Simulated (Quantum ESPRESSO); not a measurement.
CoO:

```
Co O
1.0
    -1.50800    1.50800    2.10725
     1.50800   -1.50800    2.10725
     1.50800    1.50800   -2.10725
Co O
1 1
Direct
  0.00000 0.00000 0.00000
  0.50000 0.50000 0.00000
```

Program: Quantum ESPRESSO 7.5. Alike in all runs: task single point; potentials or basis PseudoDojo 0.4.1 SR PBEsol standard; spin collinear, ferromagnetic start; Co d U = 2 eV; cell as given; k mesh 9 × 9 × 9; cutoff (eV) 1306; smearing gaussian 0.05 eV.

Order these runs on this cell by their pressure, lowest first.
A. level PBEsol+U
B. level revPBE+U
C. level RPBE+U
D. level LDA+U; form of the LDA correlation PZ81
E. level PW91+U

D (-16.5 GPa), A (-7.6 GPa), E (0.6 GPa), B (5.5 GPa), C (7.1 GPa).

Caveats: a cell with one magnetic atom can't hold antiferromagnetic order, which such compounds often take; the potentials were made for another functional, which shifts forces and pressure (some runs).

Runs at the PBE level aren't shown here.
